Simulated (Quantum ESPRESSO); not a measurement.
# LiF (Griceite) (Fm-3m) in Quantum ESPRESSO: notebook, part 2 of 2

Quantum ESPRESSO 7.5.

## Step 3: Single point, PBEsol, 7.68 Å³/atom

Contents of pw.in:

```
&CONTROL
  calculation = 'scf'
  prefix = 'pwscf'
  outdir = './tmp'
  pseudo_dir = './pseudo'
  tprnfor = .true.
  tstress = .true.
  disk_io = 'nowf'
/
&SYSTEM
  ibrav = 0
  nat = 2
  ntyp = 2
  ecutwfc = 84
  nbnd = 10
  occupations = 'smearing'
  smearing = 'fd'
  degauss = 0.00367493
/
&ELECTRONS
  conv_thr = 4d-10
  electron_maxstep = 120
  mixing_beta = 0.5
/
ATOMIC_SPECIES
F     18.9984 F.upf
Li     6.9400 Li.upf
CELL_PARAMETERS angstrom
   0.0000000000    1.9728864230    1.9728864230
   1.9728864230    0.0000000000    1.9728864230
   1.9728864230    1.9728864230    0.0000000000
ATOMIC_POSITIONS crystal
F      0.5000000000    0.5000000000    0.5000000000
Li     0.0000000000    0.0000000000    0.0000000000
K_POINTS automatic
11 11 11 0 0 0
```

Potentials or basis: PseudoDojo 0.4.1 SR PBEsol standard.

Launch:

```bash
$ OMP_NUM_THREADS=1 pw.x -in pw.in > pw.out
```

pw.out:

```text
This program is part of the open-source Quantum ESPRESSO suite
     for quantum simulation of materials; please cite
[... 9 lines left out ...]
     --------------------
     sticks:   dense  smooth     PW     G-vecs:    dense   smooth      PW
     Sum         649     649    199                10849    10849    1917

     Using Slab Decomposition

     bravais-lattice index     =            0
     lattice parameter (alat)  =       5.2725  a.u.
     unit-cell volume          =     103.6413 (a.u.)^3
     number of atoms/cell      =            2
     number of atomic types    =            2
     number of electrons       =        10.00
     number of Kohn-Sham states=           10
     kinetic-energy cutoff     =      84.0000  Ry
     charge density cutoff     =     336.0000  Ry
     scf convergence threshold =      4.0E-10
     mixing beta               =       0.5000
     number of iterations used =            8  plain     mixing
     Exchange-correlation= PBESOL
[... 166 lines left out ...]
     Davidson diagonalization with overlap
     ethr =  3.69E-11,  avg # of iterations =  1.8

     End of self-consistent calculation

          k = 0.0000 0.0000 0.0000 (  1363 PWs)   bands (ev):

   -38.7329 -18.6326   1.3261   1.3261   1.3261  10.8382  26.0599  26.0600
    26.0604  26.1170
[... 273 lines left out ...]
   -38.6288 -17.8735  -1.0970  -0.8114   0.4893  16.4601  16.6725  19.5733
    21.3161  28.4143

     the Fermi energy is     5.9237 ev

!    total energy              =     -63.69079876 Ry
     estimated scf accuracy    <          9.5E-11 Ry
     smearing contrib. (-TS)   =       0.00000000 Ry
     internal energy E=F+TS    =     -63.69079876 Ry

     The total energy is F=E-TS. E is the sum of the following terms:
     one-electron contribution =     -23.63937547 Ry
     hartree contribution      =      16.03557207 Ry
     xc contribution           =     -14.28538517 Ry
     ewald contribution        =     -41.80161019 Ry

     convergence has been achieved in   8 iterations

     Forces acting on atoms (cartesian axes, Ry/au):

     atom    1 type  1   force =     0.00000000    0.00000000    0.00000000
     atom    2 type  2   force =     0.00000000    0.00000000    0.00000000

     Total force =     0.000000     Total SCF correction =     0.000000

     Computing stress (Cartesian axis) and pressure

          total   stress  (Ry/bohr**3)                   (kbar)     P=       33.17
   0.00022550   0.00000000   0.00000000           33.17        0.00        0.00
   0.00000000   0.00022550  -0.00000000            0.00       33.17       -0.00
  -0.00000000  -0.00000000   0.00022550           -0.00       -0.00       33.17

=------------------------------------------------------------------------------=
   JOB DONE.
=------------------------------------------------------------------------------=
```

Run time: 6.7 s. Hardware: 1 thread of Arm Neoverse V1, shared host; peak memory 0.09 GiB.

What came out:

| Property | Result |
| --- | --- |
| Free energy | -866.5575 eV |
| Pressure | 3.3 GPa |
| Band gap on the k mesh | 9.51 eV, direct |

Caveat: an odd mesh through Γ misses points on the zone boundary, where band edges often lie.

## Step 4: Single point, PBEsol, 7.84 Å³/atom

Changes to pw.in since step 3:

```diff
@@ -28,5 +28,5 @@
 CELL_PARAMETERS angstrom
-   0.0000000000    1.9728864230    1.9728864230
-   1.9728864230    0.0000000000    1.9728864230
-   1.9728864230    1.9728864230    0.0000000000
+   0.0000000000    1.9867804471    1.9867804471
+   1.9867804471    0.0000000000    1.9867804471
+   1.9867804471    1.9867804471    0.0000000000
 ATOMIC_POSITIONS crystal
```

Launch:

```bash
$ OMP_NUM_THREADS=1 pw.x -in pw.in > pw.out
```

Wall time 6.9 s (1 thread of Arm Neoverse V1, shared host); peak memory 0.09 GiB.

Results (log left out):

```yaml
Free_energy: -866.5625 eV
Pressure: 1.6 GPa
Band_gap_on_the_k_mesh: 9.31 eV, direct
```

Caveat: an odd mesh through Γ misses points on the zone boundary, where band edges often lie.

## Step 5: Single point, PBEsol, 8.01 Å³/atom

Changes to pw.in since step 4:

```diff
@@ -28,5 +28,5 @@
 CELL_PARAMETERS angstrom
-   0.0000000000    1.9867804471    1.9867804471
-   1.9867804471    0.0000000000    1.9867804471
-   1.9867804471    1.9867804471    0.0000000000
+   0.0000000000    2.0004828142    2.0004828142
+   2.0004828142    0.0000000000    2.0004828142
+   2.0004828142    2.0004828142    0.0000000000
 ATOMIC_POSITIONS crystal
```

Launch:

```bash
$ OMP_NUM_THREADS=1 pw.x -in pw.in > pw.out
```

It took 6.9 s on 1 thread of Arm Neoverse V1, shared host; peak memory 0.09 GiB.

It converged, with:

| Item | Value |
| --- | --- |
| Free energy | -866.5641 eV |
| Pressure | 0.0 GPa |
| Band gap on the k mesh | 9.12 eV, direct |

Caveat: an odd mesh through Γ misses points on the zone boundary, where band edges often lie.

## Step 6: Single point, PBEsol, 8.17 Å³/atom

Changes to pw.in since step 5:

```diff
@@ -28,5 +28,5 @@
 CELL_PARAMETERS angstrom
-   0.0000000000    2.0004828142    2.0004828142
-   2.0004828142    0.0000000000    2.0004828142
-   2.0004828142    2.0004828142    0.0000000000
+   0.0000000000    2.0140000000    2.0140000000
+   2.0140000000    0.0000000000    2.0140000000
+   2.0140000000    2.0140000000    0.0000000000
 ATOMIC_POSITIONS crystal
```

Potentials or basis: PseudoDojo 0.4.1 SR PBEsol standard.

Launch:

```bash
$ OMP_NUM_THREADS=1 pw.x -in pw.in > pw.out
```

It took 7.1 s on 1 thread of Arm Neoverse V1, shared host; peak memory 0.09 GiB.

Results (log left out):

```
Free energy            : -866.5626 eV
Pressure               : -1.4 GPa
Band gap on the k mesh : 8.94 eV, direct
```

Caveat: an odd mesh through Γ misses points on the zone boundary, where band edges often lie.

## Step 7: Single point, PBEsol, 8.33 Å³/atom

Changes to pw.in since step 6:

```diff
@@ -28,5 +28,5 @@
 CELL_PARAMETERS angstrom
-   0.0000000000    2.0140000000    2.0140000000
-   2.0140000000    0.0000000000    2.0140000000
-   2.0140000000    2.0140000000    0.0000000000
+   0.0000000000    2.0273381371    2.0273381371
+   2.0273381371    0.0000000000    2.0273381371
+   2.0273381371    2.0273381371    0.0000000000
 ATOMIC_POSITIONS crystal
```

Launch:

```bash
$ OMP_NUM_THREADS=1 pw.x -in pw.in > pw.out
```

Wall time 7.2 s (1 thread of Arm Neoverse V1, shared host); peak memory 0.09 GiB.

It converged, with:

```
Free energy            : -866.5584 eV
Pressure               : -2.7 GPa
Band gap on the k mesh : 8.77 eV, direct
```

Caveat: an odd mesh through Γ misses points on the zone boundary, where band edges often lie.

## Step 8: Single point, PBEsol, 8.50 Å³/atom

Changes to pw.in since step 7:

```diff
@@ -28,5 +28,5 @@
 CELL_PARAMETERS angstrom
-   0.0000000000    2.0273381371    2.0273381371
-   2.0273381371    0.0000000000    2.0273381371
-   2.0273381371    2.0273381371    0.0000000000
+   0.0000000000    2.0405030393    2.0405030393
+   2.0405030393    0.0000000000    2.0405030393
+   2.0405030393    2.0405030393    0.0000000000
 ATOMIC_POSITIONS crystal
```

Launch:

```bash
$ OMP_NUM_THREADS=1 pw.x -in pw.in > pw.out
```

Run time: 7.2 s. Hardware: 1 thread of Arm Neoverse V1, shared host; peak memory 0.09 GiB.

It converged, with:

```yaml
Free_energy: -866.5518 eV
Pressure: -3.8 GPa
Band_gap_on_the_k_mesh: 8.61 eV, direct
```

Caveat: an odd mesh through Γ misses points on the zone boundary, where band edges often lie.

## Step 9: Single point, PBEsol, 8.66 Å³/atom

Changes to pw.in since step 8:

```diff
@@ -28,5 +28,5 @@
 CELL_PARAMETERS angstrom
-   0.0000000000    2.0405030393    2.0405030393
-   2.0405030393    0.0000000000    2.0405030393
-   2.0405030393    2.0405030393    0.0000000000
+   0.0000000000    2.0535002244    2.0535002244
+   2.0535002244    0.0000000000    2.0535002244
+   2.0535002244    2.0535002244    0.0000000000
 ATOMIC_POSITIONS crystal
```

Potentials or basis: PseudoDojo 0.4.1 SR PBEsol standard.

Launch:

```bash
$ OMP_NUM_THREADS=1 pw.x -in pw.in > pw.out
```

It took 13 s on 1 thread of Arm Neoverse V1, shared host; peak memory 0.09 GiB.

The run converged. Its results:

```yaml
Free_energy: -866.5430 eV
Pressure: -4.8 GPa
Band_gap_on_the_k_mesh: 8.45 eV, direct
```

Caveat: an odd mesh through Γ misses points on the zone boundary, where band edges often lie.

## Step 10: Equation of state, PBEsol

This step only gathers the single runs of the series.

Results:

```
Equilibrium volume                      : 8.01 Å³/atom
Bulk modulus                            : 73 GPa
Pressure derivative of the bulk modulus : 4.2
```

Energy against volume, from the lowest point:
```csv
volume (Å³/atom),energy (meV/atom)
7.679,3.30
7.842,0.80
8.006,0.00
8.169,0.72
8.333,2.80
8.496,6.12
8.659,10.54
```
